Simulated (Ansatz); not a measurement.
Take LaAlO3 (space group R-3c, No. 167; a = 5.368 Å, c = 13.110 Å (hexagonal axes)) as the base.

The values are results of plane-wave PAW DFT at the r2SCAN level (Ansatz, an electronic-structure program, 500 eV), no spin-orbit coupling, not measurements.

One change was made to it. Results:

```
quantity                             base       after
-----------------------------  ----------  ----------
shortest interatomic distance     1.903 Å     1.777 Å
band gap                          4.39 eV     4.25 eV
density                        6.51 g/cm³  7.91 g/cm³
```

**Question.** Which change produced these results?
A) pressure −2 GPa
B) pressure 4.2 GPa
C) pressure 1.8 GPa
D) pressure 60 GPa

**Answer.** D, pressure 60 GPa. For comparison, the band gap in the other runs: pressure 4.2 GPa gives 4.35 eV; pressure −2 GPa gives 4.40 eV; pressure 1.8 GPa gives 4.37 eV.

Load acts through the strain it causes; cell and atoms are relaxed under it. Stability against distortions was not tested. No other phases were tried under pressure. Along this pressure series the structure jumps between pressure 18 GPa and pressure 30 GPa; cells beyond that are another form of it.
